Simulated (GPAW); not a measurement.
# TiC (Fm-3m) in GPAW: a series of runs, part 2 of 2

GPAW 26.7.0. Earlier steps stand in the parts before.

## Step 3: Relaxation of cell and atoms, revPBE+D3(BJ)

The input, run.py:

```python
from ase import Atoms
from ase.calculators.mixing import SumCalculator
from ase.filters import FrechetCellFilter
from ase.io import write
from ase.optimize import FIRE
from dftd3.ase import DFTD3
from gpaw import GPAW, PW

atoms = Atoms(['Ti', 'C'],
              cell=[[0.0, 2.1657188437, 2.1657188437],
                    [2.1657188437, 0.0, 2.1657188437],
                    [2.1657188437, 2.1657188437, 0.0]],
              scaled_positions=[[0.0, 0.0, 0.0],
                                [0.5, 0.5, 0.5]],
              pbc=True)

calc = GPAW(mode=PW(800),
            xc='revPBE',
            kpts={'size': (11, 11, 11), 'gamma': True},
            occupations={'name': 'fermi-dirac', 'width': 0.05},
            nbands=18,
            convergence={'density': 1e-05, 'forces': 0.0001},
            maxiter=150,
            txt='gpaw.txt')
atoms.calc = SumCalculator([calc, DFTD3(method='revpbe', damping='d3bj')])
opt = FIRE(FrechetCellFilter(atoms), trajectory='relax.traj', logfile='-')
done = opt.run(fmax=0.01, steps=40)
calc.write('gs.gpw')
write('result.traj', atoms)
print('Converged:', done)
print('Cell:', atoms.cell.cellpar().round(4))
print('Volume:', round(atoms.get_volume(), 4))
print(atoms.get_scaled_positions().round(5))
```

Potentials or basis: the program's PAW data sets (release 1.2.1) made for this functional, pw.

On the command line:

```
OMP_NUM_THREADS=1 python run.py
```

gpaw.txt:

```text
__  _  _
 | _ |_)|_||  |
 |__||  | ||/\| - 26.7.0

Input parameters:
  mode=PW(ecut=800.0),
  convergence={'density': 1e-05, 'forces': 0.0001},
  kpts=MonkhorstPack(size=(11, 11, 11), gamma=True),
  maxiter=150,
  nbands=18,
  occupations=Occupations(name='fermi-dirac', width=0.05),
  xc=XC(name='revPBE')

Diagonalizing LCAO Hamiltonian
Converting LCAO to pw mode

              C

       Ti

Atoms  # Å, Bohr magnetons
|   | symbol |        x |        y |        z |    initial magnetic moments |
|---|--------|----------|----------|----------|-----------------------------|
| 0 |     Ti | 0.000000 | 0.000000 | 0.000000 | ( 0.0000,  0.0000,  0.0000) |
| 1 |      C | 2.165719 | 2.165719 | 2.165719 | ( 0.0000,  0.0000,  0.0000) |

Unit cell  # Å
| periodic |        x |        y |        z |  lengths |    angles |
|----------|----------|----------|----------|----------|-----------|
|      yes | 0.000000 | 2.165719 | 2.165719 | 3.062789 | 60.000000 |
|      yes | 2.165719 | 0.000000 | 2.165719 | 3.062789 | 60.000000 |
|      yes | 2.165719 | 2.165719 | 0.000000 | 3.062789 | 60.000000 |

Number of symmetries: 48
Symmetry operations  # r_c * U_cc + t_c -> r_c
|    | kind |            matrix            |
|----|------|------------------------------|
|  0 |  σ   |  1, 0, 0,  1, 0,-1,  1,-1, 0 |
|  1 |  C2  |  1, 0, 0,  1,-1, 0,  1, 0,-1 |
|  2 |  E   |  1, 0, 0,  0, 1, 0,  0, 0, 1 |
|  3 |  σ   |  1, 0, 0,  0, 0, 1,  0, 1, 0 |
|  4 |  C4  |  1, 0,-1,  1, 0, 0,  1,-1, 0 |
|  5 |  S6  |  1, 0,-1,  1,-1, 0,  1, 0, 0 |
|  6 |  σ   |  1, 0,-1,  0, 1,-1,  0, 0,-1 |
|  7 |  C3  |  1, 0,-1,  0, 0,-1,  0, 1,-1 |
|  8 |  S6  |  1,-1, 0,  1, 0, 0,  1, 0,-1 |
[... 245 lines left out ...]
       Ti

Atoms  # Å, Bohr magnetons
|   | symbol |        x |         y |        z |    initial magnetic moments |
|---|--------|----------|-----------|----------|-----------------------------|
| 0 |     Ti | 0.000000 | -0.000000 | 0.000000 | ( 0.0000,  0.0000,  0.0000) |
| 1 |      C | 2.159035 |  2.159035 | 2.159035 | ( 0.0000,  0.0000,  0.0000) |

Unit cell  # Å
| periodic |        x |        y |        z |  lengths |    angles |
|----------|----------|----------|----------|----------|-----------|
[... 821 lines left out ...]
|    | kind |            matrix            |
|----|------|------------------------------|
|  0 |  σ   |  1, 0, 0,  1, 0,-1,  1,-1, 0 |
|  1 |  C2  |  1, 0, 0,  1,-1, 0,  1, 0,-1 |
|  2 |  E   |  1, 0, 0,  0, 1, 0,  0, 0, 1 |
|  3 |  σ   |  1, 0, 0,  0, 0, 1,  0, 1, 0 |
|  4 |  C4  |  1, 0,-1,  1, 0, 0,  1,-1, 0 |
|  5 |  S6  |  1, 0,-1,  1,-1, 0,  1, 0, 0 |
|  6 |  σ   |  1, 0,-1,  0, 1,-1,  0, 0,-1 |
|  7 |  C3  |  1, 0,-1,  0, 0,-1,  0, 1,-1 |
|  8 |  S6  |  1,-1, 0,  1, 0, 0,  1, 0,-1 |
[... 173 lines left out ...]
SCF iterations
|iter     | |      energy | eigst |  dens |force |
|---------|-|-------------|-------|-------|------|
|iter:   1| |  -16.751018 | -4.42 |       |      |
|iter:   2| |  -16.751018 | -7.46c| -3.74 |      |
|iter:   3| |  -16.751016c| -6.69 | -3.78 |      |
|iter:   4| |  -16.751016c| -7.63c| -4.35 |      |
|iter:   5| |  -16.751016c| -8.01c| -4.98 |      |
|iter:   6| |  -16.751016c| -8.62c| -5.57c|      |
|iter:   7| |  -16.751015c| -9.31c| -5.96c|-25.29c|
[... 41 lines left out ...]
Stress tensor  # eV/Ang^3
|         x |         y |         z |
|-----------|-----------|-----------|
| -0.107293 | -0.000000 | -0.000000 |
| -0.000000 | -0.107293 | -0.000000 |
| -0.000000 | -0.000000 | -0.107293 |

Forces  # eV/Ang
|        x |        y |        z |
|----------|----------|----------|
| -0.00000 | -0.00000 | -0.00000 |  # Ti   0
| -0.00000 |  0.00000 | -0.00000 |  # C    1

Interpolating wave functions to new cell

              C
[... 253 lines left out ...]
Stress tensor  # eV/Ang^3
|         x |         y |         z |
|-----------|-----------|-----------|
| -0.105769 | -0.000000 |  0.000000 |
| -0.000000 | -0.105769 | -0.000000 |
|  0.000000 | -0.000000 | -0.105769 |

Forces  # eV/Ang
|        x |        y |        z |
|----------|----------|----------|
| -0.00000 |  0.00000 | -0.00000 |  # Ti   0
|  0.00000 | -0.00000 |  0.00000 |  # C    1

Interpolating wave functions to new cell

              C
[... 808 lines left out ...]
       Ti

Atoms  # Å, Bohr magnetons
|   | symbol |        x |        y |         z |    initial magnetic moments |
|---|--------|----------|----------|-----------|-----------------------------|
| 0 |     Ti | 0.000000 | 0.000000 | -0.000000 | ( 0.0000,  0.0000,  0.0000) |
| 1 |      C | 2.138169 | 2.138169 |  2.138169 | ( 0.0000,  0.0000,  0.0000) |

Unit cell  # Å
| periodic |         x |         y |        z |  lengths |    angles |
|----------|-----------|-----------|----------|----------|-----------|
|      yes | -0.000000 |  2.138169 | 2.138169 | 3.023827 | 60.000000 |
|      yes |  2.138169 | -0.000000 | 2.138169 | 3.023827 | 60.000000 |
|      yes |  2.138169 |  2.138169 | 0.000000 | 3.023827 | 60.000000 |

Number of symmetries: 48
Symmetry operations  # r_c * U_cc + t_c -> r_c
|    | kind |            matrix            |
|----|------|------------------------------|
|  0 |  σ   |  1, 0, 0,  1, 0,-1,  1,-1, 0 |
|  1 |  C2  |  1, 0, 0,  1,-1, 0,  1, 0,-1 |
|  2 |  E   |  1, 0, 0,  0, 1, 0,  0, 0, 1 |
|  3 |  σ   |  1, 0, 0,  0, 0, 1,  0, 1, 0 |
|  4 |  C4  |  1, 0,-1,  1, 0, 0,  1,-1, 0 |
|  5 |  S6  |  1, 0,-1,  1,-1, 0,  1, 0, 0 |
|  6 |  σ   |  1, 0,-1,  0, 1,-1,  0, 0,-1 |
|  7 |  C3  |  1, 0,-1,  0, 0,-1,  0, 1,-1 |
|  8 |  S6  |  1,-1, 0,  1, 0, 0,  1, 0,-1 |
[... 231 lines left out ...]
Forces  # eV/Ang
|       x |        y |        z |
|---------|----------|----------|
| 0.00000 | -0.00000 | -0.00000 |  # Ti   0
| 0.00000 | -0.00000 | -0.00000 |  # C    1

# Writing to gs.gpw (mode='')
```

Wall time 2 min (1 thread of Intel Xeon Platinum 8259CL at 2.50GHz (Skylake/Cascade Lake), shared host); peak memory 0.3 GiB.

What came out:

```
Free energy                            : -18.5395 eV
Relaxed volume                         : 9.78 Å³/atom
Relaxed cell                           : a = 3.024 Å, b = 3.024 Å, c = 3.024 Å, α = 60.00°, β = 60.00°, γ = 60.00°
Space group after relaxing (to 0.05 Å) : Fm-3m (No. 225)
Energy gained by relaxing              : 10.9 meV/atom
Ionic steps                            : 10
Pressure after relaxing                : -0.1 GPa
Band gap on the k mesh                 : none (metal or under the smearing width)
Dispersion energy per atom             : -0.887 eV
```

Step by step:
| step | energy change (eV) | largest force (eV/Å) | pressure (GPa) | volume (Å³) |
| --- | --- | --- | --- | --- |
| 1 | 0.0000 | 0.0000 | -9.75 | 20.32 |
| 2 | -0.0095 | 0.0000 | -7.56 | 20.13 |
| 3 | -0.0198 | 0.0000 | -3.47 | 19.80 |
| 4 | -0.0205 | 0.0000 | 1.79 | 19.42 |
| 5 | -0.0206 | 0.0000 | 1.68 | 19.42 |
| 6 | -0.0209 | 0.0000 | 1.46 | 19.44 |
| 7 | -0.0211 | 0.0000 | 1.15 | 19.46 |
| 8 | -0.0214 | 0.0000 | 0.77 | 19.49 |
| 9 | -0.0216 | 0.0000 | 0.34 | 19.52 |
| 10 | -0.0217 | 0.0000 | -0.10 | 19.55 |

Final structure:
```
CELL_PARAMETERS angstrom
0.00000 2.13817 2.13817
2.13817 0.00000 2.13817
2.13817 2.13817 0.00000
ATOMIC_POSITIONS crystal
Ti 0.00000 0.00000 0.00000
C 0.50000 0.50000 0.50000
```

Caveat: later steps reuse the first step's grids; pairwise dispersion overbinds metals, which lowers pressure and volume.

## Step 4: Relaxation of cell and atoms, revPBE+D4

The input, run.py:

```python
from ase.calculators.mixing import SumCalculator
from ase.filters import FrechetCellFilter
from ase.io import read, write
from ase.optimize import BFGS
from dftd4.ase import DFTD4
from gpaw import GPAW, PW

atoms = read('POSCAR')

calc = GPAW(mode=PW(800),
            xc='revPBE',
            kpts={'size': (11, 11, 11), 'gamma': True},
            occupations={'name': 'fermi-dirac', 'width': 0.05},
            nbands=18,
            convergence={'density': 1e-05, 'forces': 0.0001},
            maxiter=150,
            txt='gpaw.txt')
atoms.calc = SumCalculator([calc, DFTD4(method='revpbe')])
opt = BFGS(FrechetCellFilter(atoms), trajectory='relax.traj', logfile='-')
done = opt.run(fmax=0.01, steps=40)
calc.write('gs.gpw')
write('result.traj', atoms)
print('Converged:', done)
print('Cell:', atoms.cell.cellpar().round(4))
print('Volume:', round(atoms.get_volume(), 4))
print(atoms.get_scaled_positions().round(5))
```

The input, POSCAR:

```
TiC
1.0
    0.0000000000      2.1657188437      2.1657188437
    2.1657188437      0.0000000000      2.1657188437
    2.1657188437      2.1657188437      0.0000000000
Ti C
1 1
Direct
    0.0000000000      0.0000000000      0.0000000000
    0.5000000000      0.5000000000      0.5000000000
```

Potentials or basis: the program's PAW data sets (release 1.2.1) made for this functional, pw.

On the command line:

```
OMP_NUM_THREADS=1 python run.py
```

gpaw.txt:

```text
__  _  _
 | _ |_)|_||  |
 |__||  | ||/\| - 26.7.0

Input parameters:
  mode=PW(ecut=800.0),
  convergence={'density': 1e-05, 'forces': 0.0001},
  kpts=MonkhorstPack(size=(11, 11, 11), gamma=True),
  maxiter=150,
  nbands=18,
  occupations=Occupations(name='fermi-dirac', width=0.05),
  xc=XC(name='revPBE')

Diagonalizing LCAO Hamiltonian
Converting LCAO to pw mode

              C

       Ti

Atoms  # Å, Bohr magnetons
|   | symbol |        x |        y |        z |    initial magnetic moments |
|---|--------|----------|----------|----------|-----------------------------|
| 0 |     Ti | 0.000000 | 0.000000 | 0.000000 | ( 0.0000,  0.0000,  0.0000) |
| 1 |      C | 2.165719 | 2.165719 | 2.165719 | ( 0.0000,  0.0000,  0.0000) |

Unit cell  # Å
| periodic |        x |        y |        z |  lengths |    angles |
|----------|----------|----------|----------|----------|-----------|
|      yes | 0.000000 | 2.165719 | 2.165719 | 3.062789 | 60.000000 |
|      yes | 2.165719 | 0.000000 | 2.165719 | 3.062789 | 60.000000 |
|      yes | 2.165719 | 2.165719 | 0.000000 | 3.062789 | 60.000000 |

Number of symmetries: 48
Symmetry operations  # r_c * U_cc + t_c -> r_c
|    | kind |            matrix            |
|----|------|------------------------------|
|  0 |  σ   |  1, 0, 0,  1, 0,-1,  1,-1, 0 |
|  1 |  C2  |  1, 0, 0,  1,-1, 0,  1, 0,-1 |
|  2 |  E   |  1, 0, 0,  0, 1, 0,  0, 0, 1 |
|  3 |  σ   |  1, 0, 0,  0, 0, 1,  0, 1, 0 |
|  4 |  C4  |  1, 0,-1,  1, 0, 0,  1,-1, 0 |
|  5 |  S6  |  1, 0,-1,  1,-1, 0,  1, 0, 0 |
|  6 |  σ   |  1, 0,-1,  0, 1,-1,  0, 0,-1 |
|  7 |  C3  |  1, 0,-1,  0, 0,-1,  0, 1,-1 |
|  8 |  S6  |  1,-1, 0,  1, 0, 0,  1, 0,-1 |
|  9 |  C4  |  1,-1, 0,  1, 0,-1,  1, 0, 0 |
| 10 |  C3  |  1,-1, 0,  0,-1, 1,  0,-1, 0 |
| 11 |  σ   |  1,-1, 0,  0,-1, 0,  0,-1, 1 |
| 12 |  σ   |  0, 1, 0,  1, 0, 0,  0, 0, 1 |
| 13 |  C4  |  0, 1, 0,  0, 1,-1, -1, 1, 0 |
| 14 |  C3  |  0, 1, 0,  0, 0, 1,  1, 0, 0 |
| 15 |  S6  |  0, 1, 0, -1, 1, 0,  0, 1,-1 |
| 16 |  C2  |  0, 1,-1,  1, 0,-1,  0, 0,-1 |
| 17 |  σ   |  0, 1,-1,  0, 1, 0, -1, 1, 0 |
| 18 |  S4  |  0, 1,-1,  0, 0,-1,  1, 0,-1 |
| 19 |  C4  |  0, 1,-1, -1, 1, 0,  0, 1, 0 |
| 20 |  C3  |  0, 0, 1,  1, 0, 0,  0, 1, 0 |
| 21 |  σ   |  0, 0, 1,  0, 1, 0,  1, 0, 0 |
| 22 |  S6  |  0, 0, 1,  0,-1, 1, -1, 0, 1 |
| 23 |  C4  |  0, 0, 1, -1, 0, 1,  0,-1, 1 |
| 24 |  S4  |  0, 0,-1,  1, 0,-1,  0, 1,-1 |
| 25 |  C3  |  0, 0,-1,  0, 1,-1,  1, 0,-1 |
| 26 |  C2  |  0, 0,-1,  0,-1, 0, -1, 0, 0 |
| 27 |  S6  |  0, 0,-1, -1, 0, 0,  0,-1, 0 |
| 28 |  S4  |  0,-1, 1,  1,-1, 0,  0,-1, 0 |
| 29 |  C4  |  0,-1, 1,  0, 0, 1, -1, 0, 1 |
| 30 |  C2  |  0,-1, 1,  0,-1, 0,  1,-1, 0 |
| 31 |  σ   |  0,-1, 1, -1, 0, 1,  0, 0, 1 |
| 32 |  C3  |  0,-1, 0,  1,-1, 0,  0,-1, 1 |
| 33 |  S6  |  0,-1, 0,  0, 0,-1, -1, 0, 0 |
| 34 |  S4  |  0,-1, 0,  0,-1, 1,  1,-1, 0 |
| 35 |  C2  |  0,-1, 0, -1, 0, 0,  0, 0,-1 |
| 36 |  C2  | -1, 1, 0,  0, 1, 0,  0, 1,-1 |
| 37 |  S6  | -1, 1, 0,  0, 1,-1,  0, 1, 0 |
| 38 |  S4  | -1, 1, 0, -1, 0, 1, -1, 0, 0 |
| 39 |  C3  | -1, 1, 0, -1, 0, 0, -1, 0, 1 |
| 40 |  S6  | -1, 0, 1,  0, 0, 1,  0,-1, 1 |
| 41 |  C2  | -1, 0, 1,  0,-1, 1,  0, 0, 1 |
| 42 |  C3  | -1, 0, 1, -1, 1, 0, -1, 0, 0 |
| 43 |  S4  | -1, 0, 1, -1, 0, 0, -1, 1, 0 |
| 44 |  C2  | -1, 0, 0,  0, 0,-1,  0,-1, 0 |
| 45 |  i   | -1, 0, 0,  0,-1, 0,  0, 0,-1 |
| 46 |  σ   | -1, 0, 0, -1, 1, 0, -1, 0, 1 |
| 47 |  C2  | -1, 0, 0, -1, 0, 1, -1, 1, 0 |
[... 189 lines left out ...]
Stress tensor  # eV/Ang^3
|         x |         y |         z |
|-----------|-----------|-----------|
| -0.027371 |  0.000000 |  0.000000 |
|  0.000000 | -0.027371 | -0.000000 |
|  0.000000 | -0.000000 | -0.027371 |

Forces  # eV/Ang
|       x |       y |       z |
|---------|---------|---------|
| 0.00000 | 0.00000 | 0.00000 |  # Ti   0
| 0.00000 | 0.00000 | 0.00000 |  # C    1

Diagonalizing LCAO Hamiltonian
Converting LCAO to pw mode

              C

       Ti

Atoms  # Å, Bohr magnetons
|   | symbol |         x |        y |        z |    initial magnetic moments |
|---|--------|-----------|----------|----------|-----------------------------|
| 0 |     Ti | -0.000000 | 0.000000 | 0.000000 | ( 0.0000,  0.0000,  0.0000) |
| 1 |      C |  2.160585 | 2.160585 | 2.160585 | ( 0.0000,  0.0000,  0.0000) |

Unit cell  # Å
| periodic |        x |        y |        z |  lengths |    angles |
|----------|----------|----------|----------|----------|-----------|
|      yes | 0.000086 | 2.160542 | 2.160542 | 3.055468 | 59.997358 |
|      yes | 2.160542 | 0.000086 | 2.160542 | 3.055468 | 59.997358 |
|      yes | 2.160542 | 2.160542 | 0.000086 | 3.055468 | 59.997358 |
[... 206 lines left out ...]
Stress tensor  # eV/Ang^3
|         x |         y |         z |
|-----------|-----------|-----------|
| -0.039337 |  0.000045 |  0.000045 |
|  0.000045 | -0.039337 |  0.000045 |
|  0.000045 |  0.000045 | -0.039337 |

Forces  # eV/Ang
|        x |       y |        z |
|----------|---------|----------|
|  0.00000 | 0.00000 | -0.00000 |  # Ti   0
| -0.00000 | 0.00000 |  0.00000 |  # C    1

Interpolating wave functions to new cell

              C

       Ti

Atoms  # Å, Bohr magnetons
|   | symbol |         x |         y |         z |    initial magnetic moments |
|---|--------|-----------|-----------|-----------|-----------------------------|
| 0 |     Ti | -0.000000 | -0.000000 | -0.000000 | ( 0.0000,  0.0000,  0.0000) |
| 1 |      C |  2.150439 |  2.150439 |  2.150439 | ( 0.0000,  0.0000,  0.0000) |

Unit cell  # Å
| periodic |        x |        y |        z |  lengths |    angles |
|----------|----------|----------|----------|----------|-----------|
|      yes | 0.000300 | 2.150289 | 2.150289 | 3.040968 | 59.990755 |
|      yes | 2.150289 | 0.000300 | 2.150289 | 3.040968 | 59.990755 |
|      yes | 2.150289 | 2.150289 | 0.000300 | 3.040968 | 59.990755 |
[... 205 lines left out ...]
Stress tensor  # eV/Ang^3
|         x |         y |         z |
|-----------|-----------|-----------|
| -0.064207 |  0.000159 |  0.000159 |
|  0.000159 | -0.064207 |  0.000159 |
|  0.000159 |  0.000159 | -0.064207 |

Forces  # eV/Ang
|        x |       y |       z |
|----------|---------|---------|
|  0.00000 | 0.00000 | 0.00000 |  # Ti   0
| -0.00000 | 0.00000 | 0.00000 |  # C    1

# Writing to gs.gpw (mode='')
```

It took 1.7 min on 1 thread of Intel Xeon Platinum 8259CL at 2.50GHz (Skylake/Cascade Lake), shared host; peak memory 0.27 GiB.

What came out:

```
Free energy                            : -17.8447 eV
Relaxed volume                         : 9.94 Å³/atom
Relaxed cell                           : a = 3.041 Å, b = 3.041 Å, c = 3.041 Å, α = 59.99°, β = 59.99°, γ = 59.99°
Space group after relaxing (to 0.05 Å) : Fm-3m (No. 225)
Energy gained by relaxing              : 2.9 meV/atom
Ionic steps                            : 3
Pressure after relaxing                : 0.1 GPa
Band gap on the k mesh                 : none (metal or under the smearing width)
Dispersion energy per atom             : -0.526 eV
```

The path:
| step | energy change (eV) | largest force (eV/Å) | pressure (GPa) | volume (Å³) |
| --- | --- | --- | --- | --- |
| 1 | 0.0000 | 0.0000 | -5.33 | 20.32 |
| 2 | -0.0036 | 0.0000 | -3.57 | 20.17 |
| 3 | -0.0058 | 0.0000 | 0.08 | 19.88 |

Final structure:
```yaml
crystal:
  lattice:
    - [0.00030, 2.15029, 2.15029]
    - [2.15029, 0.00030, 2.15029]
    - [2.15029, 2.15029, 0.00030]
  atoms:
    - { symbol: Ti, position: [0.00000, 0.00000, 0.00000] }
    - { symbol: C, position: [0.50000, 0.50000, 0.50000] }
```

Levels at points of the mesh, in eV from the Fermi level:
```csv
k point,band 4,band 5,band 6,band 7,band 8,band 9,band 10,band 11,band 12,band 13
"(0.00, 0.00, 0.00)",-32.65,-12.60,0.65,0.65,0.65,1.63,1.63,1.63,1.71,1.71
```

Caveat: later steps reuse the first step's grids; pairwise dispersion overbinds metals, which lowers pressure and volume.

## Step 5: The runs side by side

```tsv
task	level	potentials or basis	cell	smearing	optimizer	fmax	max steps	convergence	gap on the mesh (eV)	pressure (GPa)	relaxed volume (Å³/atom)
single point	PBE+D4	GPAW PAW data sets (gpaw-data 1.2.1), pw	atoms moved at random, drawn with an rms of 0.15 Å	improved-tetrahedron-method	-	-	-	-	0.04	7.4	-
relaxation of cell and atoms	revPBE+D3(BJ)	the program's PAW data sets (release 1.2.1) made for this functional, pw	relaxed	fermi-dirac 0.05 eV	FIRE	0.01 eV/Å	40	density=1e-05 forces=0.0001	none	-0.1	9.78
relaxation of cell and atoms	revPBE+D4	the program's PAW data sets (release 1.2.1) made for this functional, pw	relaxed	fermi-dirac 0.05 eV	BFGS	0.01 eV/Å	40	density=1e-05 forces=0.0001	none	0.1	9.94
```

Alike in all rows: no spin polarisation; k mesh 11 × 11 × 11; cutoff (eV) 800.

Caveats: later steps reuse the first step's grids (some runs); pairwise dispersion overbinds metals, which lowers pressure and volume (some runs); an odd mesh through Γ misses points on the zone boundary, where band edges often lie (some runs); forces of over 1 eV/Å show positions far from the minimum, so gaps and moduli don't describe the material at rest (some runs).

Total energies depend on the potentials used, so only differences within one code and one set of settings carry meaning.
